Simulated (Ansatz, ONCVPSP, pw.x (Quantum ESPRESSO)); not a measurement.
**pw.x on fcc Zr: one setting changed**

Potential: optimised norm-conserving Vanderbilt (ONCV), ONCVPSP 4.0.1, LDA (Perdew-Wang 92); core [Ar] 3d10, reference 4s2 4p6 4d2 5s0.5; waves: 4s+5s: rc 1.80 bohr, ncon 4, nbas 7, qcut 6.6 1/bohr, 2 projectors; 4p: rc 2.10 bohr, ncon 4, nbas 7, qcut 7.5 1/bohr, 2 projectors, debl 1.4 Ha; 4d: rc 2.15 bohr, ncon 4, nbas 9, qcut 5.7 1/bohr, 2 projectors, debl 3.4 Ha; local part: polynomial inside 1.75 bohr (lpopt 5, dvloc0 0 Ha); core correction: none. In the p channel the program set the typed energies aside and used -1.582, 0.250 Ha.

The reference run (k-mesh 13³, cutoffs 45/180 Ry, Fermi–Dirac 0.01 Ry, mixing_beta 0.4, conv_thr 1e-9, no spin) gives 0.31 GPa at 21.609 Å³/atom, where all-electron LAPW gives 0.14 GPa. This run, with its own iteration cap, changes diagonalization to rmm-davidson.

```
&control
  calculation='scf', prefix='x', pseudo_dir='./', outdir='./tmp', tstress=.true., disk_io='none'
/
&system
  ibrav=0, nat=1, ntyp=1, ecutwfc=45, ecutrho=180, nbnd=14,
  occupations='smearing', smearing='fd', degauss=0.01
/
&electrons
  conv_thr=1e-09, mixing_beta=0.4, electron_maxstep=50, diagonalization='rmm-davidson'
/
ATOMIC_SPECIES
Zr 1.0 Zr.UPF
CELL_PARAMETERS angstrom
  0.00000000 2.21072586 2.21072586
  2.21072586 0.00000000 2.21072586
  2.21072586 2.21072586 0.00000000
ATOMIC_POSITIONS crystal
Zr 0.0000 0.0000 0.0000
K_POINTS automatic
13 13 13 0 0 0
```

```bash
pw.x < Zr.scf.in > Zr.scf.out
```

**Question.** How does the run end?

**Answer.** It converges in 9 iterations; the free energy moves by +0.0 meV/atom and the pressure by +0.01 GPa. The result is that of the reference run.

```
Message from routine setup:
     using ibrav=0 with symmetry is DISCOURAGED, use correct ibrav instead
     lattice parameter (alat)  =       5.9081  a.u.
     unit-cell volume          =     145.8248 (a.u.)^3
     number of electrons       =        12.00
     number of Kohn-Sham states=           14
     kinetic-energy cutoff     =      45.0000  Ry
     charge density cutoff     =     180.0000  Ry
     scf convergence threshold =      1.0E-09
     Exchange-correlation= SLA  PW   NOGX NOGC
     number of k points=    84  Fermi-Dirac smearing, width (Ry)=  0.0100
     iteration #  1     ecut=    45.00 Ry     beta= 0.40
     total energy              =     -94.78681483 Ry
     estimated scf accuracy    <       1.40295396 Ry
     iteration #  2     ecut=    45.00 Ry     beta= 0.40
     total energy              =     -94.79340031 Ry
     estimated scf accuracy    <       0.16657836 Ry
     iteration #  3     ecut=    45.00 Ry     beta= 0.40
     total energy              =     -94.82946618 Ry
     estimated scf accuracy    <       0.00165147 Ry
     [... 3 iterations left out ...]
     iteration #  7     ecut=    45.00 Ry     beta= 0.40
     total energy              =     -94.83033029 Ry
     estimated scf accuracy    <       0.00000002 Ry
     iteration #  8     ecut=    45.00 Ry     beta= 0.40
     total energy              =     -94.83033029 Ry
     estimated scf accuracy    <          4.7E-09 Ry
     iteration #  9     ecut=    45.00 Ry     beta= 0.40
     the Fermi energy is    14.9061 ev
!    total energy              =     -94.83033029 Ry
     estimated scf accuracy    <          3.9E-10 Ry
     smearing contrib. (-TS)   =      -0.00619400 Ry
     The total energy is F=E-TS. E is the sum of the following terms:
     one-electron contribution =     -17.40782173 Ry
     hartree contribution      =      13.35401713 Ry
     xc contribution           =     -11.75251716 Ry
     ewald contribution        =     -79.01781453 Ry
     convergence has been achieved in   9 iterations
          total   stress  (Ry/bohr**3)                   (kbar)     P=        3.12
     Message from routine punch:
     Nothing written, as per user request (disk_io='none')
```

The run took about 7.4 s on one core of a shared host (Intel(R) Xeon(R) Platinum 8488C, 96 threads, 744 GiB, load 33).
